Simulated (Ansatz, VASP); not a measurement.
TaN in VASP and in Ansatz

File INCAR:

```
PREC     = Accurate       # precision mode
ENCUT    = 520            # plane-wave cutoff, eV
EDIFF    = 1E-7           # SCF threshold, eV
ISMEAR   = -1             # smearing method
SIGMA    = 0.05           # smearing width, eV
LREAL    = F              # projectors in reciprocal space
LASPH    = T              # aspherical terms in the spheres
NELM     = 80             # most SCF steps
ALGO     = Normal         # electronic algorithm
ISIF     = 2              # what is computed and relaxed
LWAVE    = F              # write WAVECAR
LCHARG   = F              # write CHGCAR
GGA      = PE             # functional
NBANDS   = 15             # bands
```

KPOINTS

```
Automatic mesh
0
Gamma
  10 10 10
```

Contents of POSCAR:

```
TaN
1.0
    2.6953800863      0.0000000000      0.0000000000
    0.0000000000      2.6953800863      0.0000000000
    0.0000000000      0.0000000000      2.6953800863
Ta N
1 1
Direct
    0.0000000000      0.0000000000      0.0000000000
    0.5000000000      0.5000000000      0.5000000000
```

Contents of input.yaml:

```yaml
crystal:
  lattice:
    - [2.6953800863, 0.0, 0.0]
    - [0.0, 2.6953800863, 0.0]
    - [0.0, 0.0, 2.6953800863]
  atoms:
    - { symbol: Ta, position: [0.0, 0.0, 0.0] }
    - { symbol: "N", position: [0.5, 0.5, 0.5] }
hamiltonian:
  xc: pbe
  pseudopotentials: { kind: paw }
kpoints:
  mp_grid: { grid: [10, 10, 10] }
scf:
  occupations: { method: fermi_dirac, width: 0.05 }
output:
  forces: true
  stress: true
  eigenvalues: true
```

The cell comes from a database or a generator and needn't be the stable form of this composition.

Alike in both runs: task single point; functional PBE; k mesh 10 × 10 × 10; occupations fermi-dirac, width 0.05 eV; no spin polarisation.

|  | VASP | Ansatz |
| --- | --- | --- |
| version | VASP 6.6.1 | Ansatz 0.2.0 |
| potentials or method | VASP PAW PBE potentials, release 64 (Ta_pv, N) | Ansatz PAW |
| plane-wave cutoff (eV) | 520 | 420 |
| valence electrons in the cell | 16 | 18 |

VASP gave:

| Item | Value |
| --- | --- |
| gap on the k mesh at the Fermi level (eV) | none |
| pressure (GPa) | 22.2 |

What did Ansatz give for the same quantities?

gap on the k mesh at the Fermi level (eV): none; pressure (GPa): 21.2.

A gap of «none» marks a metal or a gap that the smearing closes. The functional is the same, so the differences come from potentials, cutoffs and numerics. The two sets of potentials don't hold the same shells in valence.

Caveats: so large a pressure means that the cell lies far from this level's equilibrium, or that cutoff or potentials fall short (VASP); the pressure holds a Pulay correction of +0.5 GPa for the finite cutoff (Ansatz). The runs have no spin-orbit coupling, so splittings on Ta are missing.
